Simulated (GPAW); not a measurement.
## As in GPAW: the effect of strain uniaxial z

As:

```xyz
2
Lattice="1.8808 1.0859 3.3735 -1.8808 1.0859 3.3735 0.0000 -2.1718 3.3735" Properties=species:S:1:pos:R:3 pbc="T T T"
As    0.0000    0.0000    2.2872
As    0.0000    0.0000    7.8333
```

Alike in all runs:

| Item | Value |
| --- | --- |
| Program | GPAW 26.7.0 |
| Task | single point |
| Functional | PBEsol |
| Potentials or basis | PAW data sets generated in the run's folder for this functional |
| Cutoff | 600 eV |
| Basis | pw |
| k mesh | 9 × 9 × 9 |
| Occupations | fermi-dirac, width 0.05 eV |
| Spin | no spin polarisation |
| Maxiter | 150 |

| strain uniaxial z | pressure (GPa) | largest force (eV/Å) |
| --- | --- | --- |
| -0.04 | 3.2 | 0.79 |
| -0.02 | 1.8 | 0.61 |
| -0.01 | 1.1 | 0.52 |
| 0 | ? | ? |
| 0.01 | -0.1 | 0.33 |
| 0.02 | -0.7 | 0.23 |
| 0.04 | -1.7 | 0.03 |

Q: What does the run with strain uniaxial z 0 give?

A: Pressure 0.5 GPa; largest force 0.43 eV/Å.

Worked out: A parabola through the other rows of the pressure, of slope -61.4 GPa per unit of strain uniaxial z there, gives 0.5 GPa, against the run's 0.5. A straight line through the other rows of the largest force, of slope -9.5 eV/Å per unit of strain uniaxial z, gives 0.42 eV/Å, against the run's 0.43.

Caveats: the density grid can change from cell to cell, which puts small steps into energies and stress.

Runs at the PBE level aren't shown here.
